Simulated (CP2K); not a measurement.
Crystal: CdS.

```
CELL_PARAMETERS angstrom
3.89368 0.00000 0.00000
1.94684 3.37202 0.00000
1.94684 1.12401 3.17917
ATOMIC_POSITIONS crystal
Cd 0.00000 0.00000 0.00000
S 0.50000 0.50000 0.50000
```

Measurements of this composition are mostly on another form, of space group No. 186.

| Property | Result |
| --- | --- |
| Program | CP2K 2026.2 |
| Task | single point |
| Functional | PBE |
| Potentials or basis | POTENTIAL_UZH Cd GTH-PBE-q12, S GTH-PBE-q6; TZVP-MOLOPT-PBE-GTH basis |
| Density cutoff | 6123 eV |
| k mesh | 8 × 8 × 8 |
| Occupations | fermi-dirac, width 0.05 eV |
| Spin | no spin polarisation |

On this cell: pressure 0.0 GPa; largest force zero by symmetry; band gap on the k mesh 0.26 eV, indirect (least direct gap 1.54 eV).

The same run follows on a disturbed copy (atoms moved at random, drawn with an rms of 0.05 Å):

```
Cd S
1.0
     3.89368    0.00000    0.00000
     1.94684    3.37202    0.00000
     1.94684    1.12401    3.17917
Cd S
1 1
Direct
  0.00435 0.97727 0.01314
  0.50084 0.49397 0.49740
```

What does the disturbed cell give?

The energy moves by +1.4 meV/atom; pressure 0.1 GPa; largest force 0.086 eV/Å; band gap on the k mesh 0.26 eV, indirect (least direct gap 1.54 eV).

Forces on the atoms (eV/Å):
```
Cd  -0.017  0.052 -0.066
S    0.017 -0.051  0.067
```

Stress tensor (GPa, compression positive):
```
 0.21 -0.04  0.06
-0.04  0.05 -0.08
 0.06 -0.08  0.11
```

Caveats: the basis of atomic orbitals isn't converged, which shifts pressures, moduli and gaps.

A k mesh can miss the band edges.
